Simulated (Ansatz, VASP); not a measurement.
**AgCl: VASP beside Ansatz**

```
Ag Cl
1.0
     0.00000    2.77266    2.77266
     2.77266    0.00000    2.77266
     2.77266    2.77266    0.00000
Ag Cl
1 1
Direct
  0.00000 0.00000 0.00000
  0.50000 0.50000 0.50000
```

Alike in both runs: task single point; functional PBE; k mesh 4 × 4 × 4; occupations tetrahedron; no spin polarisation.

```csv
,VASP,Ansatz
version,VASP 6.6.1,Ansatz 0.2.0
potentials or method,"VASP PAW PBE potentials, release 64 (Ag, Cl)","scalar-relativistic, plane waves, PAW"
plane-wave cutoff (eV),520,420
valence electrons in the cell,18,26
```

Ansatz gave:

```
gap on the k mesh at the Fermi level (eV) : 0.91
least direct gap on the mesh (eV)         : 3.22
pressure (GPa)                            : 1.8
```

What did VASP give for the same quantities?

gap on the k mesh at the Fermi level (eV): 0.91; least direct gap on the mesh (eV): 3.23; pressure (GPa): 1.6.

The functional is the same, so the differences come from potentials, cutoffs and numerics. The two sets of potentials don't hold the same shells in valence. Ansatz warned: «band_table_not_solved_further».

Caveats: the k mesh is coarse (spacing up to 0.49 Å⁻¹), so the values aren't converged. A hybrid or GW would open this gap; PBE tends to underestimate it. A k mesh can miss the band edges.
